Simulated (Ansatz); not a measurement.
# VN: starts and ends of a spin-polarised SCF, part 2 of 2

How much does the result for VN depend on the starting moments? The same cell is run from several starts. VN is taken in the measured crystal structure (space group Fm-3m, primitive cell doubled), 4 atoms in the cell. Source: COD entry 1557477; the sample's temperature and pressure aren't taken into account.

Ansatz 0.2.0; DFT PBE, PAW, plane waves, scalar-relativistic.

**4. No spin polarisation**

Input file input.yaml:

```yaml
crystal:
  lattice:
    - [0.0, 2.0664, 2.0664]
    - [4.1328, 0.0, 4.1328]
    - [2.0664, 2.0664, 0.0]
  atoms:
    - { symbol: V, position: [0.5, 0.25, 0.5] }
    - { symbol: V, position: [0.5, 0.75, 0.5] }
    - { symbol: "N", position: [0.0, 0.0, 0.0] }
    - { symbol: "N", position: [0.0, 0.5, 0.0] }
hamiltonian:
  xc: pbe
  pseudopotentials: { kind: paw }
basis:
  ecutwfc: 420
kpoints:
  mp_grid: { grid: [10, 5, 10] }
scf:
  occupations: { method: fermi_dirac, width: 0.1 }
  lower_state_search: "off"
output:
  forces: true
  stress: true
  write_density: true
  write_potential: true
  elf: true
  volumetric_format: npy
```

Started as:

```bash
ansatz run input.yaml --threads 2 --pin off --max-ram 5120MiB --backend cpu --events-out ev --progress --plain --runs-dir out
```

The log of the run:

```text
[... 11 lines as in an earlier run ...]
Bands: 22, of which v1, the nominal top of the filled ones, is band 18 counted from 1 (17 counted from 0)
[... 8 lines as in an earlier run ...]
Initial density: superposition of atomic densities (neutral atoms: chi_scale 0, normalization atom), corrected by the library's trained network
[... 2 lines as in an earlier run ...]
SCF iter   1: F=—  HF=-6596.767597 eV  |F-HF|=—  |Δ(HF+E_count)|=         —  Δρ=3.33e-3  dr2=8.01e-4  ethr=1.77e-3  ⟨swp⟩=4.2  Hψ=9783  notcnv=0
automatic band count: the SCF goes on with 26 bands, as 22 were too few: the levels above may hold too much charge
preconditioner: auto → Kerker (q_TF=auto, 2.737 Å⁻¹)  [metal: Δε(μ)=0.031 eV  Ē_g=8.847 eV  σ=0.100 eV  W_gap=0.08  n_scr=16 (ndim 8)  ℏωp=28.0 eV  f_vac=0.000  D(μ)=2.99/eV (n_scr^D=28)]
SCF iter   2: F=—  HF=-6596.768361 eV  |F-HF|=—  |Δ(HF+E_count)|=   7.64e-4  Δρ=1.86e-3  dr2=2.43e-4  ethr=2.22e-6  ⟨swp⟩=2.0  Hψ=2420  notcnv=0
SCF iter   3: F=—  HF=-6596.768695 eV  |F-HF|=—  |Δ(HF+E_count)|=   3.34e-4  Δρ=1.56e-4  dr2=2.95e-6  ethr=6.75e-7  ⟨swp⟩=2.6  Hψ=2068  notcnv=0
SCF iter   4: F=—  HF=-6596.768714 eV  |F-HF|=—  |Δ(HF+E_count)|=   1.86e-5  Δρ=4.50e-5  dr2=3.75e-7  ethr=8.19e-9  ⟨swp⟩=2.3  Hψ=2442  notcnv=0
iter 5 did not close the SCF: its close was put off for the readings that it lacked (scf_convergence_deferred on its scf_iter line)
SCF iter   5: F=-6596.768714 eV  HF=-6596.768714 eV  |F-HF|=4.43e-9  |Δ(HF+E_count)|=   1.30e-7  Δρ=7.91e-6  dr2=9.66e-9  ethr=1.04e-9  ⟨swp⟩=2.9  Hψ=2417  notcnv=0
SCF iter   6: F=-6596.768714 eV  HF=-6596.768714 eV  |F-HF|=1.89e-10  |Δ(HF+E_count)|=   6.30e-9  Δρ=2.03e-6  dr2=7.78e-10  ethr=2.68e-11  ⟨swp⟩=4.7  Hψ=7187  notcnv=0
SCF 1 converged in 6 iterations: F = -6596.768714 eV  dr2 = 7.78e-10
SCF converged after 6 iterations
Free energy (F): -6596.768714 eV
Harris-Foulkes:  -6596.768714 eV  (|F-HF|=1.89e-10)
Internal energy: -6596.666851 eV  (E = F + TS)
E sigma→0 (E₀):  -6596.717783 eV
Entropy (-TS):   -0.101862 eV (-25.466 meV/atom)
Fermi energy:    18.284503 eV
[... 31 lines left out: energy terms, forces, stress, bands ...]
```

Run time: 1.6 s. Hardware: 2 threads of Arm Neoverse V2, shared host; peak memory 0.35 GiB.

This is the state of step 2 again (non-magnetic), after 6 iterations.

**5. Spin on, no moments given (the program may seed its own), plain SCF**

Edit input.yaml of step 4 so:

```diff
@@ -23,5 +23,3 @@
   stress: true
-  write_density: true
-  write_potential: true
-  elf: true
-  volumetric_format: npy
+magnetization:
+  spin_polarized: true
```

Started as:

```bash
ansatz run input.yaml --threads 2 --pin off --max-ram 5120MiB --backend cpu --events-out ev --progress --plain --runs-dir out
```

The log of the run:

```text
band count auto-derived: 25 (N_el = 36.0; filled up to band 18; 22 by the electrons, moments and atoms)
[... 11 lines as in an earlier run ...]
Bands: 25, of which v1, the nominal top of the filled ones, is band 18 counted from 1 (17 counted from 0)
[... 11 lines as in an earlier run ...]
SCF iter   1: F=—  HF=-6597.065577 eV  |F-HF|=—  |Δ(HF+E_count)|=         —  Δρ=3.59e-2 (↑3.59e-2 ↓3.59e-2)  dr2=2.00e0  dr2_m=0.00e0  M=0.000 μB ∫|m|=0.000 μB  β_m=0.30  ethr=3.10e-3  ⟨swp⟩=3.9  Hψ=5070  notcnv=0
preconditioner: auto → Kerker (q_TF=auto, 2.737 Å⁻¹)  [metal: Δε(μ)=0.097 eV  Ē_g=8.984 eV  σ=0.100 eV  W_gap=0.23  n_scr=16 (ndim 8)  ℏωp=28.0 eV  f_vac=0.000  D(μ)=2.90/eV (n_scr^D=28)]
[... 1 line as in an earlier run ...]
SCF iter   2: F=—  HF=-6594.407814 eV  |F-HF|=—  |Δ(HF+E_count)|=    2.66e0  Δρ=1.23e-1 (↑1.23e-1 ↓1.06e-1)  dr2=2.59e-1  dr2_m=4.16e0  M=3.681 μB ∫|m|=3.681 μB  ethr=3.10e-3  ⟨swp⟩=2.0  Hψ=2173  notcnv=0
Mixer restart at iter 2: flushing history
SCF iter   3: F=—  HF=-6596.385165 eV  |F-HF|=—  |Δ(HF+E_count)|=         —  Δρ=4.21e-2 (↑3.45e-2 ↓4.21e-2)  dr2=2.23e-1  dr2_m=3.95e-1  M=2.242 μB ∫|m|=2.247 μB  β_m=0.30  ethr=7.19e-4  ⟨swp⟩=5.0  Hψ=7450  notcnv=0  defer=65
SCF iter   4: F=—  HF=-6596.458865 eV  |F-HF|=—  |Δ(HF+E_count)|=   7.37e-2  Δρ=3.42e-2 (↑2.88e-2 ↓3.42e-2)  dr2=1.10e-1  dr2_m=2.75e-1  M=2.093 μB ∫|m|=2.111 μB  β_m=0.56  ethr=6.20e-4  ⟨swp⟩=2.0  Hψ=4374  notcnv=0
SCF iter   5: F=—  HF=-6596.649567 eV  |F-HF|=—  |Δ(HF+E_count)|=   1.91e-1  Δρ=2.22e-2 (↑2.22e-2 ↓1.49e-2)  dr2=4.66e-2  dr2_m=1.06e-1  M=1.354 μB ∫|m|=1.459 μB  β_m=0.82  ethr=3.05e-4  ⟨swp⟩=2.8  Hψ=5254  notcnv=0
[... 5 lines left out ...]
SCF iter  10: F=—  HF=-6596.768722 eV  |F-HF|=—  |Δ(HF+E_count)|=   2.80e-6  Δρ=1.94e-4 (↑1.94e-4 ↓1.94e-4)  dr2=5.02e-5  dr2_m=0.00e0  M=0.000 μB ∫|m|=0.000 μB  β_m=0.98  ethr=8.23e-8  ⟨swp⟩=2.4  Hψ=2942  notcnv=0
SCF iter  11: F=—  HF=-6596.768714 eV  |F-HF|=—  |Δ(HF+E_count)|=   8.68e-6  Δρ=2.02e-5 (↑2.02e-5 ↓2.02e-5)  dr2=5.07e-7  dr2_m=0.00e0  M=0.000 μB ∫|m|=0.000 μB  β_m=0.99  ethr=8.23e-8  ⟨swp⟩=2.1  Hψ=2085  notcnv=0
SCF iter  12: F=-6596.768714 eV  HF=-6596.768714 eV  |F-HF|=6.96e-8  |Δ(HF+E_count)|=   1.22e-7  Δρ=8.52e-6 (↑8.52e-6 ↓8.52e-6)  dr2=8.62e-8  dr2_m=0.00e0  M=0.000 μB ∫|m|=0.000 μB  ethr=2.78e-10  ⟨swp⟩=2.1  Hψ=4786  notcnv=0
SCF 1 converged in 12 iterations: F = -6596.768714 eV  dr2 = 8.62e-8
this state was not tested for a lower state beside it, because too few of the mixer's solves of this state at the end of the SCF gave a reading for the test (the SCF was short, the solves that were read can be of a state that the SCF has left, the mixer's history had been emptied shortly before, the bands' solves  [...]
SCF converged after 12 iterations
Magnetization: 0.0000 μB (18.0000 up, 18.0000 down)
Absolute magnetization: 0.0000 μB (∫|ρ↑−ρ↓|)
Spin contamination: 0.0000 ħ² per cell (⟨S²⟩ above its minimum at these occupations)
Per-site moments (μB) at R_I (Å): [(0.0, 0.85239), (0.0, 0.85239), (0.0, 0.85239), (0.0, 0.85239)]
Free energy (F): -6596.768714 eV
Harris-Foulkes:  -6596.768714 eV  (|F-HF|=6.96e-8)
Internal energy: -6596.666850 eV  (E = F + TS)
E sigma→0 (E₀):  -6596.717782 eV
Entropy (-TS):   -0.101864 eV (-25.466 meV/atom)
Fermi energy:    18.284409 eV
[... 26 lines left out: energy terms, forces, stress ...]
```

Run time: 2.5 s. Hardware: 2 threads of Arm Neoverse V2, shared host; peak memory 0.35 GiB.

This is the state of step 2 again (non-magnetic), after 12 iterations.

**6. Parallel moments scaled by 1.5, plain SCF**

Edit input.yaml of step 5 so:

```diff
@@ -6,6 +6,8 @@
   atoms:
-    - { symbol: V, position: [0.5, 0.25, 0.5] }
-    - { symbol: V, position: [0.5, 0.75, 0.5] }
+    - { symbol: V, position: [0.5, 0.25, 0.5], spin: 3.0 }
+    - { symbol: V, position: [0.5, 0.75, 0.5], spin: 3.0 }
     - { symbol: "N", position: [0.0, 0.0, 0.0] }
     - { symbol: "N", position: [0.0, 0.5, 0.0] }
+magnetization:
+  spin_polarized: true
 hamiltonian:
@@ -23,3 +25 @@
   stress: true
-magnetization:
-  spin_polarized: true
```

Started as:

```bash
ansatz run input.yaml --threads 2 --pin off --max-ram 5120MiB --backend cpu --events-out ev --progress --plain --runs-dir out
```

The log of the run:

```text
[... 11 lines as in an earlier run ...]
Bands: 26, of which v1, the nominal top of the filled ones, is band 18 counted from 1 (17 counted from 0)
[... 10 lines as in an earlier run ...]
Starting moments: Σ|m| = 6 μB on 2 of 4 sites
[... 2 lines as in an earlier run ...]
SCF iter   1: F=—  HF=-6595.666089 eV  |F-HF|=—  |Δ(HF+E_count)|=         —  Δρ=1.01e-1 (↑1.01e-1 ↓8.68e-2)  dr2=1.42e0  dr2_m=2.56e0  M=2.922 μB ∫|m|=3.294 μB  β_m=0.30  ethr=3.10e-3  ⟨swp⟩=4.2  Hψ=10275  notcnv=0
Mixer restart at iter 1: flushing history
preconditioner: auto → Kerker (q_TF=auto, 2.737 Å⁻¹)  [metal: Δε(μ)=0.015 eV  Ē_g=9.498 eV  σ=0.100 eV  W_gap=0.04  n_scr=16 (ndim 8)  ℏωp=28.0 eV  f_vac=0.000  D(μ)=4.03/eV (n_scr^D=60)]
[... 1 line as in an earlier run ...]
spin-set hold released at iteration 1 (the charge has settled, or the pull on large starting moments outlasts its swing): the magnetisation degrees of freedom join the quasi-Newton model from the next iteration; the mixer history was flushed
SCF iter   2: F=—  HF=-6595.890001 eV  |F-HF|=—  |Δ(HF+E_count)|=   2.24e-1  Δρ=7.03e-2 (↑6.96e-2 ↓7.03e-2)  dr2=2.80e-1  dr2_m=1.50e0  M=2.701 μB ∫|m|=3.095 μB  β_m=0.65  ethr=3.10e-3  ⟨swp⟩=2.0  Hψ=4584  notcnv=0  defer=61
SCF iter   3: F=—  HF=-6596.602720 eV  |F-HF|=—  |Δ(HF+E_count)|=   7.13e-1  Δρ=4.93e-2 (↑4.93e-2 ↓2.12e-2)  dr2=5.34e-1  dr2_m=3.46e-1  M=1.876 μB ∫|m|=2.113 μB  β_m=0.66  ethr=7.78e-4  ⟨swp⟩=2.9  Hψ=5537  notcnv=0  defer=61
SCF iter   4: F=—  HF=-6596.654440 eV  |F-HF|=—  |Δ(HF+E_count)|=   5.17e-2  Δρ=1.57e-2 (↑1.57e-2 ↓1.51e-2)  dr2=2.22e-3  dr2_m=7.52e-2  M=1.226 μB ∫|m|=1.406 μB  β_m=0.83  ethr=7.78e-4  ⟨swp⟩=3.1  Hψ=6152  notcnv=0  defer=61
SCF iter   5: F=—  HF=-6596.757086 eV  |F-HF|=—  |Δ(HF+E_count)|=   1.03e-1  Δρ=6.67e-3 (↑6.67e-3 ↓4.18e-3)  dr2=5.66e-3  dr2_m=7.44e-3  M=0.329 μB ∫|m|=0.372 μB  β_m=0.92  ethr=6.17e-6  ⟨swp⟩=2.8  Hψ=6669  notcnv=0  defer=11
[... 4 lines left out ...]
SCF iter  10: F=—  HF=-6596.768714 eV  |F-HF|=—  |Δ(HF+E_count)|=   1.31e-6  Δρ=1.02e-5 (↑8.20e-6 ↓1.02e-5)  dr2=4.83e-9  dr2_m=2.51e-8  M=0.001 μB ∫|m|=0.001 μB  β_m=0.99  ethr=2.78e-10  ⟨swp⟩=2.0  Hψ=11278  notcnv=0
iter 11 did not close the SCF: its close was put off for a magnetic moment that had not settled (scf_convergence_deferred on its scf_iter line)
SCF iter  11: F=-6596.768714 eV  HF=-6596.768714 eV  |F-HF|=1.15e-9  |Δ(HF+E_count)|=   2.49e-8  Δρ=2.59e-6 (↑1.16e-6 ↓2.59e-6)  dr2=1.68e-9  dr2_m=8.69e-10  M=0.000 μB ∫|m|=0.000 μB  β_m=0.99  ethr=1.34e-11  ⟨swp⟩=1.4  Hψ=9278  notcnv=0
SCF iter  12: F=-6596.768714 eV  HF=-6596.768714 eV  |F-HF|=2.82e-11  |Δ(HF+E_count)|=  5.34e-10  Δρ=2.67e-7 (↑1.99e-7 ↓2.67e-7)  dr2=4.12e-11  dr2_m=6.71e-12  M=0.000 μB ∫|m|=0.000 μB  ethr=4.65e-12  ⟨swp⟩=1.0  Hψ=7742  notcnv=0
WARN: the starting moments were not kept: the SCF closed with an absolute magnetisation of 4.7e-6 μB, where they sum to 6 μB in size (2 sites). That is at most 0.1 of that sum. Measured as dr2_m measures the in/out step, that magnetisation stands 7.4e-12 eV from none, at or under the dr2_threshold of 1.0e-7 eV: it is no larger than a step whose dr2_m would equal this threshold. The system may hold no moment; this SCF shows only that its start led to no more than that. To try another start: raise the starting moments (crystal.atoms[].spin, magnetization.per_species, magnetization.initial_magnetization, or on a non-collinear deck that types none of these the spinor_matrix: blocks that start its atoms; where the total moment is fixed, keep their sum and leave initial_magnetization as it is; typed ones take the place of any that the run laid by itself, positive ones on a crystal's lanthanoids without a Hubbard term where scf.initial_density.shell_occupations: [] is typed) or, if the notice of its spin-set hold's release reads "site moments contracting" or "site moments show no strong build", lengthen the hold (scf.mixing.spin_hold: { on: { confirm: 4 } }; for m-r²SCAN on two components see the key's manual first). Each may lead to a state that holds a moment. A second SCF, from the converged charge density, with the starting moments and any scf.initial_density.shell_occupations laid on it anew, would have followed, and was not run: the deck does not ask for one (magnetization.retry_lost_moments is false, the default). To let it run, set magnetization.retry_lost_moments: true and run the deck again, where that key's refused combinations let it; where memory then withholds it, that run's warning says so.
SCF 1 converged in 12 iterations: F = -6596.768714 eV  dr2 = 4.12e-11
SCF converged after 12 iterations
Magnetization: 0.0000 μB (18.0000 up, 18.0000 down)
Absolute magnetization: 0.0000 μB (∫|ρ↑−ρ↓|, with the PAW one-centre terms)
Spin contamination: 0.0000 ħ² per cell (⟨S²⟩ above its minimum at these occupations)
Per-site moments (μB) at R_I (Å): [(1.4873650908911305e-6, 0.85239), (1.4873650908911305e-6, 0.85239), (5.965477667117049e-7, 0.85239), (5.965477667117049e-7, 0.85239)]
Free energy (F): -6596.768714 eV
Harris-Foulkes:  -6596.768714 eV  (|F-HF|=2.82e-11)
Internal energy: -6596.666851 eV  (E = F + TS)
E sigma→0 (E₀):  -6596.717782 eV
Entropy (-TS):   -0.101862 eV (-25.466 meV/atom)
Fermi energy:    18.284498 eV
[... 26 lines left out: energy terms, forces, stress ...]
```

Run time: 3.5 s. Hardware: 2 threads of Arm Neoverse V2, shared host; peak memory 0.36 GiB.

The run ends in the same state as step 2 (non-magnetic); it took 12 iterations.

**7. The runs side by side**

```tsv
step	iterations	state	moments of V1 V2 (μB)	total (μB)	gap (eV)	pressure (GPa)	above lowest (meV/atom)
2	20	1	0.00 0.00	0.00	none	-3.4	0.0
3	23	1	0.00 0.00	0.00	none	-3.4	0.0
4	6	1	0.00 0.00	0.00	none	-3.4	0.0
5	12	1	0.00 0.00	0.00	none	-3.4	0.0
6	12	1	0.00 0.00	0.00	none	-3.4	0.0
```

States are numbered from the lowest. Starts by step: 2 parallel moments, plain SCF; 3 opposed moments +-, plain SCF; 4 no spin polarisation; 5 spin on, no moments given (the program may seed its own), plain SCF; 6 parallel moments scaled by 1.5, plain SCF.

The 5 runs of this session took 17 s in all, from 1.6 s to 5.3 s each.

Decimal logarithm of the largest residual (eV) by iteration, counted through all cycles of a run:

```tsv
iteration	step 2	step 3	step 4	step 5	step 6
1	0.2	0.3	-3.1	0.3	0.4
2	-0.1	-0.1	-3.6	0.6	0.2
3	-0.3	-0.3	-5.5	-0.4	-0.3
4	-0.4	-0.5	-6.4	-0.6	-1.1
5	-0.6	-0.7	-8.0	-1.0	-2.1
7	-0.8	-1.0	-	-2.2	-4.0
9	-1.0	-1.3	-	-4.5	-5.8
11	-1.1	-1.8	-	-6.3	-8.8
13	-2.7	-2.6	-	-	-
15	-4.2	-3.7	-	-	-
17	-6.8	-4.7	-	-	-
19	-9.1	-6.9	-	-	-
21	-	-8.0	-	-	-
23	-	-10.3	-	-	-
```

**8. What came out**

What follows sums up all 2 parts.

| quantity | value |
| --- | --- |
| distinct states | 1 from 5 converged runs |
| lowest state | non-magnetic |
| total moment | 0.00 μB per cell |
| gap on the k-mesh | none |
| pressure | -3.4 GPa |
| largest force | 0.000 eV/Å |

In words: The 5 converged runs end in 1 distinct state. Spin polarisation gains nothing here: every starting moment dies out. These are lowest states among those tried, not proven ground states.
